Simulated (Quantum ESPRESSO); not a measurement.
# Ca (Im-3m) in Quantum ESPRESSO: reference runs, part 2 of 2

Quantum ESPRESSO 7.5. Earlier steps stand in the parts before.

### Step 3. Single point, PBE (cell strained at random at fixed volume)

pw.in reads:

```
&CONTROL
  calculation = 'scf'
  prefix = 'pwscf'
  outdir = './tmp'
  pseudo_dir = './pseudo'
  tprnfor = .true.
  tstress = .true.
  disk_io = 'nowf'
/
&SYSTEM
  ibrav = 0
  nat = 1
  ntyp = 1
  ecutwfc = 55
  ecutrho = 440
  nbnd = 10
  occupations = 'smearing'
  smearing = 'fd'
  degauss = 0.00367493
/
&ELECTRONS
  conv_thr = 2d-10
  electron_maxstep = 120
  mixing_beta = 0.5
/
ATOMIC_SPECIES
Ca    40.0780 Ca_pbe_v1.uspp.F.UPF
CELL_PARAMETERS angstrom
  -2.2516270000    2.2138260000    2.2348730000
   2.2160260000   -2.2372230000    2.2226690000
   2.2838730000    2.2694690000   -2.2582700000
ATOMIC_POSITIONS crystal
Ca     0.0102290000    0.0053610000    0.0177860000
K_POINTS automatic
8 8 8 0 0 0
```

Potentials or basis: SSSP 1.3 efficiency PBE.

On the command line:

```bash
$ OMP_NUM_THREADS=1 pw.x -in pw.in > pw.out
```

pw.out:

```text
This program is part of the open-source Quantum ESPRESSO suite
     for quantum simulation of materials; please cite
         "P. Giannozzi et al., J. Phys.:Condens. Matter 21 395502 (2009);
         "P. Giannozzi et al., J. Phys.:Condens. Matter 29 465901 (2017);
         "P. Giannozzi et al., J. Chem. Phys. 152 154105 (2020);
     in publications or presentations arising from this work. More details at

     Subspace diagonalization in iterative solution of the eigenvalue problem:
     a serial algorithm will be used

     G-vector sticks info
     --------------------
     sticks:   dense  smooth     PW     G-vecs:    dense   smooth      PW
     Sum        1763     881    305                47297    16701    3393

     Using Slab Decomposition

     bravais-lattice index     =            0
     lattice parameter (alat)  =       7.3105  a.u.
     unit-cell volume          =     303.3896 (a.u.)^3
     number of atoms/cell      =            1
     number of atomic types    =            1
     number of electrons       =        10.00
     number of Kohn-Sham states=           10
     kinetic-energy cutoff     =      55.0000  Ry
     charge density cutoff     =     440.0000  Ry
     scf convergence threshold =      2.0E-10
     mixing beta               =       0.5000
     number of iterations used =            8  plain     mixing
     Exchange-correlation= SLA  PW   PBE  PBE
                           (   1   4   3   4   0   0   0)

     celldm(1)=   7.310458  celldm(2)=   0.000000  celldm(3)=   0.000000
     celldm(4)=   0.000000  celldm(5)=   0.000000  celldm(6)=   0.000000

     crystal axes: (cart. coord. in units of alat)
               a(1) = (  -0.582037   0.572266   0.577706 )
               a(2) = (   0.572834  -0.578314   0.574552 )
               a(3) = (   0.590373   0.586649  -0.583754 )

     reciprocal axes: (cart. coord. in units 2 pi/alat)
               b(1) = (  0.000686  0.867424  0.872420 )
               b(2) = (  0.866625 -0.001668  0.874774 )
               b(3) = (  0.853642  0.856795  0.011315 )

     PseudoPot. # 1 for Ca read from file:
     Ca_pbe_v1.uspp.F.UPF
     Pseudo is Ultrasoft + core correction, Zval = 10.0
     Generated by new atomic code, or converted to UPF format
     Using radial grid of  845 points,  6 beta functions with:
                l(1) =   0
                l(2) =   0
                l(3) =   1
                l(4) =   1
                l(5) =   2
                l(6) =   2
     Q(r) pseudized with  8 coefficients,  rinner =    1.500   1.500   1.500
                                                       1.500   1.500

     atomic species   valence    mass     pseudopotential
     Ca               10.00    40.07800     Ca( 1.00)

     No symmetry found

   Cartesian axes

     site n.     atom                  positions (alat units)
         1        Ca     tau(   1) = (   0.0076177   0.0131875  -0.0013931  )

     number of k points=   260  Fermi-Dirac smearing, width (Ry)=  0.0037

     Number of k-points >= 100: set verbosity='high' to print them.

     Dense  grid:    47297 G-vectors     FFT dimensions: (  50,  50,  50)

     Smooth grid:    16701 G-vectors     FFT dimensions: (  36,  36,  36)

     Check: negative core charge=   -0.000002

     Initial potential from superposition of free atoms

     starting charge       9.9945, renormalised to      10.0000
     Starting wfcs are   10 randomized atomic wfcs

     Self-consistent Calculation

     iteration #  1     ecut=    55.00 Ry     beta= 0.50
     Davidson diagonalization with overlap
     ethr =  1.00E-02,  avg # of iterations =  2.7

     Threshold (ethr) on eigenvalues was too large:
     Diagonalizing with lowered threshold

     Davidson diagonalization with overlap
     ethr =  1.45E-05,  avg # of iterations =  5.9

     total energy              =     -74.92319861 Ry
     estimated scf accuracy    <       0.00110823 Ry

     iteration #  2     ecut=    55.00 Ry     beta= 0.50
     Davidson diagonalization with overlap
     ethr =  1.11E-05,  avg # of iterations =  1.8

     total energy              =     -74.92346655 Ry
     estimated scf accuracy    <       0.00023440 Ry

     iteration #  3     ecut=    55.00 Ry     beta= 0.50
     Davidson diagonalization with overlap
     ethr =  2.34E-06,  avg # of iterations =  2.2

     total energy              =     -74.92349529 Ry
     estimated scf accuracy    <       0.00002152 Ry

     iteration #  4     ecut=    55.00 Ry     beta= 0.50
     Davidson diagonalization with overlap
     ethr =  2.15E-07,  avg # of iterations =  2.2

     total energy              =     -74.92349731 Ry
     estimated scf accuracy    <       0.00000002 Ry

     iteration #  5     ecut=    55.00 Ry     beta= 0.50
     Davidson diagonalization with overlap
     ethr =  2.34E-10,  avg # of iterations =  4.3

     total energy              =     -74.92349738 Ry
     estimated scf accuracy    <          2.3E-09 Ry

     iteration #  6     ecut=    55.00 Ry     beta= 0.50
     Davidson diagonalization with overlap
     ethr =  2.30E-11,  avg # of iterations =  2.3

     End of self-consistent calculation

     Number of k-points >= 100: set verbosity='high' to print the bands.

     the Fermi energy is     4.5998 ev

!    total energy              =     -74.92349738 Ry
     estimated scf accuracy    <          9.0E-11 Ry
     smearing contrib. (-TS)   =      -0.00094688 Ry
     internal energy E=F+TS    =     -74.92255050 Ry

     The total energy is F=E-TS. E is the sum of the following terms:
     one-electron contribution =     -40.62039360 Ry
     hartree contribution      =      20.44238035 Ry
     xc contribution           =     -11.76042634 Ry
     ewald contribution        =     -42.98411091 Ry

     convergence has been achieved in   6 iterations

     Forces acting on atoms (cartesian axes, Ry/au):

     atom    1 type  1   force =     0.00000000    0.00000000    0.00000000

     Total force =     0.000000     Total SCF correction =     0.000002

     Computing stress (Cartesian axis) and pressure

          total   stress  (Ry/bohr**3)                   (kbar)     P=       -9.76
  -0.00006549  -0.00001137   0.00001205           -9.63       -1.67        1.77
  -0.00001137  -0.00006606   0.00000768           -1.67       -9.72        1.13
   0.00001205   0.00000768  -0.00006749            1.77        1.13       -9.93

=------------------------------------------------------------------------------=
   JOB DONE.
=------------------------------------------------------------------------------=
```

Run time: 52 s. Hardware: 1 thread of Intel Xeon Platinum 8488C (Sapphire Rapids), shared host; peak memory 0.29 GiB.

What came out:

| Property | Result |
| --- | --- |
| Free energy | -1019.3861 eV |
| Pressure | -1.0 GPa |
| Band gap on the k mesh | none (metal or under the smearing width) |

Stress tensor (GPa, compression positive):
```
-0.96 -0.17  0.18
-0.17 -0.97  0.11
 0.18  0.11 -0.99
```

Caveat: the cell was measured hot, at 740 K.
